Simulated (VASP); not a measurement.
# W (Im-3m) in VASP: notebook

Runs on W. Level: PBE. Tasks: single point.

All numbers are computed with VASP 6.6.1; they aren't measurements. Logs are shortened: lines on timing, memory, paths and dates and some standing lists are left out, and cuts for length are marked.

### Step 1. Starting point

It takes space group Im-3m (No. 229, cubic). Conventional cell: a = 3.165 Å, b = 3.165 Å, c = 3.165 Å, α = 90.00°, β = 90.00°, γ = 90.00°. W (site symmetry m-3m) is surrounded by 8 W at 2.74 Å.

### Step 2. Single point, PBE

INCAR

```
SYSTEM = W
ADDGRID = .False. ; ALGO = Normal
EDIFF = 1E-7 ; ENCUT = 280
GGA = PE ; ISIF = 2
ISMEAR = 1 ; LASPH = .True.
LCHARG = .False. ; LREAL = .False.
LWAVE = .False. ; NELM = 100
PREC = Accurate ; SIGMA = 0.2
```

KPOINTS

```
k-points
0
Gamma
  15 15 15
  0 0 0
```

POSCAR

```
W
1.0
   -1.5823450000      1.5823450000      1.5823450000
    1.5823450000     -1.5823450000      1.5823450000
    1.5823450000      1.5823450000     -1.5823450000
W
1
Direct
    0.0000000000      0.0000000000      0.0000000000
```

Potentials or basis: VASP PAW PBE potentials, release 64 (W).

Command:

```bash
$ cat potpaw_PBE.64/W/POTCAR > POTCAR
$ mpirun -np 1 vasp_std > vasp.out
```

OUTCAR:

```text
SYSTEM = W
   EDIFF = 1E-7
   ENCUT = 280
   GGA = PE
   ISIF = 2
   ISMEAR = 1
   LASPH = .True.
   LREAL = .False.
   NELM = 100
   PREC = Accurate

 Found    120 irreducible k-points:

 Following reciprocal coordinates:
            Coordinates               Weight
  0.000000  0.000000  0.000000      1.000000
  0.066667  0.000000  0.000000     12.000000
  0.133333  0.000000  0.000000     12.000000
  0.200000  0.000000  0.000000     12.000000
  0.266667  0.000000  0.000000     12.000000
  0.333333  0.000000  0.000000     12.000000
   k-points           NKPTS =    120   k-points in BZ     NKDIM =    120   number of bands    NBANDS=      7
   number of dos      NEDOS =    301   number of ions     NIONS =      1
   total plane-waves  NPLWV =   4096
   dimension x,y,z NGX =    16 NGY =   16 NGZ =   16
   dimension x,y,z NGXF=    32 NGYF=   32 NGZF=   32
   ions per type =               1
   NGX,Y,Z   is equivalent  to a cutoff of   9.71,  9.71,  9.71 a.u.
   NGXF,Y,Z  is equivalent  to a cutoff of  19.41, 19.41, 19.41 a.u.
 SYSTEM =  W
   PREC   = accura    normal or accurate (medium, high low for compatibility)
   ISTART =      0    job   : 0-new  1-cont  2-samecut
   ICHARG =      2    charge: 1-file 2-atom 10-const
   ISPIN  =      1    spin polarized calculation?
   LNONCOLLINEAR =      F non collinear calculations
   LSORBIT =      F    spin-orbit coupling
   LASPH  =      T    aspherical Exc in radial PAW
   ENCUT  =  280.0 eV  20.58 Ry    4.54 a.u.   3.74  3.74  3.74*2*pi/ulx,y,z
   NELM   =    100;   NELMIN=  2; NELMDL= -5     # of ELM steps
   EDIFF  = 0.1E-06   stopping-criterion for ELM
   LREAL  =      F    real-space projection
   EDIFFG = 0.1E-05   stopping-criterion for IOM
   NSW    =      0    number of steps for IOM
   IBRION =     -1    ionic relax: 0-MD 1-quasi-New 2-CG
   NFREE  =      0    steps in history (QN), initial steepest desc. (CG)
   ISIF   =      2    stress and relaxation
   ISYM   =      2    0-nonsym 1-usesym 2-fastsym
   POTIM  = 0.5000    time-step for ionic-motion
   TEBEG  =    0.0;   TEEND  =   0.0 temperature during run
   PSTRESS=    0.0 pullay stress
   NELECT =       6.0000    total number of electrons
   NUPDOWN=      -1.0000    fix difference up-down
   EMIN   =  10.00;   EMAX   =-10.00  energy-range for DOS
   EFERMI =   0.00;   METHOD = LEGACY
   ISMEAR =     1;   SIGMA  =   0.20  broadening in eV -4-tet -1-fermi 0-gaus
   EFERMI_NEDOS =   21; number of points for ismear=-14 and -15
   IALGO  =     38    algorithm
   IMIX   =      4    mixing-type and parameters
     AMIX     =   0.40;   BMIX     =  1.00
     AMIX_MAG =   1.60;   BMIX_MAG =  1.00
  volume/ion in A,a.u.               =      15.85       106.94
  Fermi-wavevector in a.u.,A,eV,Ry     =   1.184325  2.238049 19.083867  1.402625
  Thomas-Fermi vector in A             =   2.320541
   LORBIT       =      0    0 simple, 1 ext, 2 COOP (PROOUT), +10 PAW based schemes
   GGA     = PE    functional components
   LHFCALC =     F    Hartree Fock is set to
   AEXX    =    0.0000 exact exchange contribution
   IVDW    =     0    specifies the selected vdW correction
   LEPSILON=     F    determine dielectric tensor
   LRPA    =     F    only Hartree local field effects (RPA)
 non-spin polarized calculation
 Methfessel and Paxton  Order N= 1 SIGMA  =   0.20
  energy-cutoff  :      280.00
  volume of cell :       15.85
 maximum number of plane-waves:       177
   NGX =  7   NGY =  7   NGZ =  7

 number of electron       5.9999999 magnetization

 Free energy of the ion-electron system (eV)
  ---------------------------------------------------
  ext. energy  EPLUGINS =         0.00000000
  ---------------------------------------------------
  free energy    TOTEN  =       -13.00901966 eV

  energy without entropy =      -13.01103042  energy(sigma->0) =      -13.00968991

 E-fermi :   7.7894     XC(G=0): -13.1466

 val. band max:        7.7580925199   @ k =  -0.3333   0.4000   0.2667
 cond. band min:       7.9044445648   @ k =  -0.2667   0.2667   0.1333
 fundamental gap:      0.1463520450
 Fermi energy:         7.7894000716

 k-point     1 :       0.0000    0.0000    0.0000
  band No.  band energies     occupation
      1      -1.7979      2.00000
      2       6.5662      2.00000
      3       6.5662      2.00000
      4       6.5662      2.00000
      5      10.0417     -0.00000
      6      10.0417     -0.00000
      7      23.0539      0.00000

 k-point     2 :       0.0667    0.0000    0.0000
  band No.  band energies     occupation
      1      -1.5883      2.00000
      2       6.4376      2.00000
      3       6.5379      2.00000
      4       6.7748      2.00000
      5       9.8421     -0.00000
      6      10.0457     -0.00000
      7      23.2326      0.00000

 k-point     3 :       0.1333    0.0000    0.0000
  band No.  band energies     occupation
      1      -0.9911      2.00000
      2       6.0937      2.00000
      3       6.4010      2.00000
      4       7.3906      2.01631
      5       9.4744     -0.00000
      6      10.0703     -0.00000
      7      23.6214      0.00000

 k-point     4 :       0.2000    0.0000    0.0000
  band No.  band energies     occupation
      1      -0.1154      2.00000
      2       5.6300      2.00000
      3       6.1231      2.00000
      4       8.3820     -0.00023
      5       9.3265     -0.00000
      6      10.1437     -0.00000
      7      23.6672      0.00000

 k-point     5 :       0.2667    0.0000    0.0000
  band No.  band energies     occupation
      1       0.8027      2.00000
      2       5.1491      2.00000
      3       5.9563      2.00000
      4       9.4876     -0.00000
      5       9.6895     -0.00000
      6      10.2894     -0.00000
      7      22.8199      0.00000

 k-point     6 :       0.3333    0.0000    0.0000
  band No.  band energies     occupation
      1       1.4059      2.00000
      2       4.7297      2.00000
      3       6.3416      2.00000
      4       9.7893     -0.00000
      5      10.5015     -0.00000
      6      11.2035     -0.00000
      7      21.5489      0.00000

 [... further k-points ...]

------------------------ aborting loop because EDIFF is reached ----------------------------------------

  FORCE on cell =-STRESS in cart. coord.  units (eV):
  Direction    XX          YY          ZZ          XY          YZ          ZX
  --------------------------------------------------------------------------------------
  -------------------------------------------------------------------------------------
  Total        0.1427877      0.1427877      0.1427877      0.0000000     -0.0000000      0.0000000
  in kB       14.4357031     14.4357031     14.4357031      0.0000000     -0.0000000      0.0000000
  external PRESSURE =      14.4357031 kB  Pullay stress =       0.0000000 kB

 VOLUME and BASIS-vectors are now :
 -----------------------------------------------------------------------------
  energy-cutoff  :      280.00
  volume of cell :       15.85
      direct lattice vectors                 reciprocal lattice vectors
    -1.582345000  1.582345000  1.582345000     0.000000000  0.315986716  0.315986716
     1.582345000 -1.582345000  1.582345000     0.315986716  0.000000000  0.315986716
     1.582345000  1.582345000 -1.582345000     0.315986716  0.315986716  0.000000000

 POSITION                                       TOTAL-FORCE (eV/Angst)
 -----------------------------------------------------------------------------------
      0.00000      0.00000      0.00000         0.000000     -0.000000      0.000000
 -----------------------------------------------------------------------------------
    total drift:                               -0.000000      0.000000      0.000000

  FREE ENERGIE OF THE ION-ELECTRON SYSTEM (eV)
  ---------------------------------------------------
  free  energy   TOTEN  =       -13.0090196551 eV

  energy  without entropy=      -13.0110304215  energy(sigma->0) =      -13.00968991
```

It took 3.8 s on 1 thread of AMD EPYC 9R45 (Zen 5), shared host; peak memory 0.08 GiB.

The run converged, but some of its settings lie outside the range that counts as converged, so its numbers aren't taken as properties of the crystal.

What came out:

```
Free energy            : -13.0090 eV
Pressure               : 1.4 GPa
Band gap on the k mesh : none (metal or under the smearing width)
```

Caveat: the cutoff is under 1.25 times the usual one of these potentials, so pressure, stress and relaxed cells hold a basis-set (Pulay) error.

### Step 3. Single point, PBE

INCAR: that of step 2 with these lines changed.

```diff
@@ -2,3 +2,3 @@
 ADDGRID = .False. ; ALGO = Normal
-EDIFF = 1E-7 ; ENCUT = 280
+EDIFF = 1E-7 ; ENCUT = 400
 GGA = PE ; ISIF = 2
```

KPOINTS

```
k-points
0
Gamma
  13 13 13
  0 0 0
```

POSCAR is that of step 2.

Potentials or basis: VASP PAW PBE potentials, release 64 (W).

Command:

```bash
$ cat potpaw_PBE.64/W/POTCAR > POTCAR
$ mpirun -np 1 vasp_std > vasp.out
```

It took 3.9 s on 1 thread of AMD EPYC 9R45 (Zen 5), shared host; peak memory 0.09 GiB.

These settings aren't checked as converged: the numbers below hold their error.

Results:

| Property | Result |
| --- | --- |
| Free energy | -13.0338 eV |
| Pressure | 1.8 GPa |
| Band gap on the k mesh | none (metal or under the smearing width) |

### Step 4. For comparison

An earlier run on the cell as given: functional PBE; potentials or basis VASP PAW PBE potentials, release 64 (W_sv); cutoff 520 eV; k mesh 12 × 12 × 12; occupations fermi-dirac, width 0.05 eV; no spin polarisation.

* Pressure: 6.4 GPa
* Band gap on the k mesh: none (metal or under the smearing width)
